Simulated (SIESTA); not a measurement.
**InP: equation of state with LDA**

**The experiment to reproduce.**

A printed reference work, data compilation reports, for a bulk crystal of InP: bulk modulus 71 GPa.

InP:

```
In P
1.0
     0.00000    2.93050    2.93050
     2.93050    0.00000    2.93050
     2.93050    2.93050    0.00000
In P
1 1
Direct
  0.00000 0.00000 0.00000
  0.75000 0.75000 0.75000
```

```json
{
  "Program": "SIESTA 5.4.2",
  "Task": "equation of state",
  "Functional": "LDA",
  "Potentials or basis": "PseudoDojo 0.4 standard (LDA files)",
  "Basis": "DZP (energy shift 0.003 Ry; two zetas on semicore shells)",
  "Grid cutoff": "500 Ry",
  "Energy shift": "0.003 Ry",
  "k mesh": "8 × 8 × 8",
  "Occupations": "fermi-dirac, width 0.05 eV",
  "Spin": "no spin polarisation"
}
```

* Equilibrium volume: 24.80 Å³/atom
* Bulk modulus: 73 GPa
* Pressure derivative of the bulk modulus: 4.4

Energy against volume, from the lowest point:
```
volume (Å³/atom)  energy (meV/atom)
          23.657              12.76
          24.160               3.72
          24.663               0.00
          25.167               1.01
          25.670               6.33
          26.173              15.50
          26.677              28.04
```

All runs of the series together: 4.5 min on 1 thread of Arm Neoverse V1 (shared host).

Measured bulk modulus of InP: 71 GPa (a printed reference work, data compilation). This calculation gives 73 GPa (+2.1 %). The fit is for a static lattice scaled at fixed shape and fixed fractional positions.

Caveat: the basis of atomic orbitals isn't converged, which shifts pressures, moduli and gaps. LDA usually gives volumes a few per cent too small.
